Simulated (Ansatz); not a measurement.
## SnS₂: deformation potentials from a series

```yaml
crystal:
  lattice:
    - [3.59830, 0.00000, 0.00000]
    - [-1.79915, 3.11622, 0.00000]
    - [0.00000, 0.00000, 5.49400]
  atoms:
    - { symbol: Sn, position: [0.00000, 0.00000, 0.00000] }
    - { symbol: S, position: [0.66667, 0.33333, 0.26390] }
    - { symbol: S, position: [0.33333, 0.66667, 0.73610] }
```

Atoms are numbered in the order listed.

The cell comes from COD entry 7038081, which wasn't checked; take it as a given geometry.

No spin–orbit coupling, which matters for the heavy atoms here.

Level of theory: DFT, PBE, all-electron LAPW, scalar-relativistic (Ansatz 0.2.0).

Sampling and basis: a Γ-centred 10×10×6 k mesh, Fermi–Dirac smearing of 0.01 eV, basis error target 1 meV/atom, no spin polarisation.

The cell is scaled evenly. Fractional coordinates are held (clamped ions).

Only quantities that a quadratic follows smoothly over the whole series are listed; rougher ones are left out.

```
ln(V/Vcell)  direct gap at Γ (eV)  smallest gap on mesh and path (eV)
    -0.0619                 2.226                               1.181
    -0.0408                 2.079                               1.155
    -0.0202                 1.941                               1.129
    -0.0101                 1.875                               1.115
     0.0000                 1.812                               1.098
     0.0198                 1.691                               1.076
     0.0392                 1.577                               1.049
     0.0583                 1.471                               1.018
```

Problem. Fit the series and give the slopes at zero strain.

Solution. Least-squares fits y = p0 + p1 x + p2 x² to the rows give direct gap at Γ (eV): p1 = -6.26, p2 = 7.1; smallest gap on mesh and path (eV): p1 = -1.35, p2 = -1. So dEg/dln V = -6.3 eV for the direct gap at Γ, which isn't the fundamental gap here: that one has dEg/dln V = -1.3 eV. Semilocal gaps are too small, but their slopes carry over better.

Problem. One run, at ln(V/Vcell) = 0.0100, is withheld. Predict its row.

Solution. The fits give 1.750, 1.088; the run gave 1.750, 1.089.
